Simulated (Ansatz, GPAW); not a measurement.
**One calculation of Pb, 4 ways**

```
Pb
1.0
     0.00000    3.43900    3.43900
     3.43900    0.00000    3.43900
     3.43900    3.43900    0.00000
Pb
2
Direct
  0.25000 0.25000 0.25000
  0.00000 0.00000 0.00000
```

This isn't the form of Pb at room conditions, which is fcc.

Alike in all runs: task band structure; functional PBEsol; k mesh 7 × 7 × 7; occupations fermi-dirac, width 0.05 eV; no spin polarisation; no spin-orbit coupling. Pressure is positive in compression and, in plane waves, holds the error of the finite cutoff, which Ansatz's Pulay term estimates and takes out.

```json
{"program and potentials": "Ansatz, Ansatz PAW", "plane-wave cutoff (eV)": "420", "notes": "potentials made for PBE, which Ansatz adapts in part", "pressure (GPa)": "0.45"}
{"program and potentials": "GPAW, PAW data sets generated for this functional", "plane-wave cutoff (eV)": "600", "notes": "-", "pressure (GPa)": "0.13"}
{"program and potentials": "Ansatz, all-electron LAPW, scalar-relativistic", "plane-wave cutoff (eV)": "-", "notes": "-", "pressure (GPa)": "0.46"}
{"program and potentials": "Ansatz, PAW datasets made for the crystal", "plane-wave cutoff (eV)": "240", "notes": "-", "pressure (GPa)": "0.46"}
```

The pressure spans 0.13 (GPAW, PAW data sets generated for this functional) to 0.46 GPa (Ansatz, all-electron LAPW, scalar-relativistic), with all-electron results at 0.46.

The functional is the same throughout but for its coding, so the spread measures potentials, basis and numerics; runs on potential files found faulty are left out.
